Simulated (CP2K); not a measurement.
## Al under changes of volume

One of the cells (16.603 Å³/atom); the others are scaled copies at fixed shape and fractional positions:

```xyz
1
Lattice="2.8635 0.0000 0.0000 1.4318 2.4799 0.0000 1.4318 0.8266 2.3380" Properties=species:S:1:pos:R:3 pbc="T T T"
Al    0.0000    0.0000    0.0000
```

| Item | Value |
| --- | --- |
| Program | CP2K 2026.2 |
| Functional | r2SCAN |
| Potentials or basis | POTENTIAL_UZH Al GTH-SCAN-q3; TZVP-MOLOPT-SCAN-GTH basis |
| Density cutoff | 9184 eV |
| k mesh | 11 × 11 × 11 |
| Occupations | fermi-dirac, width 0.1 eV |
| Spin | no spin polarisation |

```csv
volume (Å³/atom),energy over the lowest point (meV/atom),pressure (GPa)
15.607,?,?
15.939,0.00,-0.4
16.271,2.68,-2.1
16.603,8.73,-3.7
16.935,17.80,-5.1
17.267,29.58,-6.3
17.599,43.78,-7.4
```

**Question.** What does the run at 15.607 Å³/atom give?

**Answer.** Energy over the lowest point 1.04 meV/atom; pressure 1.5 GPa.

Worked out: A Birch-Murnaghan fit of order 3 (a polynomial in V^(-2/3)) to the other rows has its minimum at 15.86 Å³/atom, just outside them, with B0 = V·E''(V) = 89 GPa and B' = 4.3. It gives 1.09 meV/atom at 15.607 Å³/atom, against the run's 1.04, and -dE/dV = 1.5 GPa, against 1.5.

Energies are extrapolated to zero smearing.

Caveats: the basis of atomic orbitals isn't converged, which shifts pressures, moduli and gaps.
